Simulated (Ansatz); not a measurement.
Structure types of Ge were relaxed at one common pressure (all-electron LAPW in Ansatz 0.2.0 under PBE, scalar-relativistic, no spin polarisation, zero temperature). They take these volumes:

| type | space group | V (Å³/atom) |
| --- | --- | --- |
| bcc | Im-3m | 15.40 |
| hcp | P6_3/mmc | 15.44 |
| sc | Pm-3m | 16.03 |
| diamond | Fd-3m | 18.93 |
| beta tin | I4_1/amd | 15.59 |

At about which pressure, and is the densest type also the lowest in enthalpy?

24 GPa. The densest is bcc, and it is 80 meV/atom above beta tin: its gain in pV doesn't pay for its higher energy here.
